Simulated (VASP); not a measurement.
The system is Ti.

```
Ti
1.0
     4.56737    0.00000    0.00000
    -2.28369    3.95546    0.00000
     0.00000    0.00000    2.82624
Ti
3
Direct
  0.66667 0.33333 0.50000
  0.33333 0.66667 0.50000
  0.00000 0.00000 0.00000
```

This isn't the form of Ti at room conditions, which is hcp.

* Program: VASP 6.6.1
* Task: single point
* Functional: PBEsol
* Potentials or basis: VASP PAW PBE potentials, release 64 (Ti_sv)
* Cutoff: 520 eV
* k mesh: 7 × 7 × 9
* Occupations: fermi-dirac, width 0.05 eV
* Spin: no spin polarisation

On this cell: pressure -3.9 GPa; largest force under 0.003 eV/Å; band gap on the k mesh none (metal or under the smearing width).

The same run follows on a disturbed copy (atoms moved at random, drawn with an rms of 0.05 Å):

```xyz
3
Lattice="4.5674 0.0000 0.0000 -2.2837 3.9555 0.0000 0.0000 0.0000 2.8262" Properties=species:S:1:pos:R:3 pbc="T T T"
Ti    2.2844    1.3199    1.4254
Ti    0.0190    2.6552    1.3569
Ti    0.0164    0.0211    0.0092
```

Q: What changes?

A: The energy (extrapolated to zero smearing) moves by +2.5 meV/atom; pressure -3.9 GPa; largest force 0.200 eV/Å; band gap on the k mesh none (metal or under the smearing width).

Forces in eV/Å, atoms in the order of the input:
```
Ti   0.061  0.063 -0.023
Ti  -0.043 -0.037  0.192
Ti  -0.018 -0.026 -0.169
```

Stress tensor (GPa, compression positive):
```
-3.95  0.03  0.00
 0.03 -3.97  0.01
 0.00  0.01 -3.78
```

Caveats: the PAW data sets were made with another functional, which shifts forces and pressure a little.
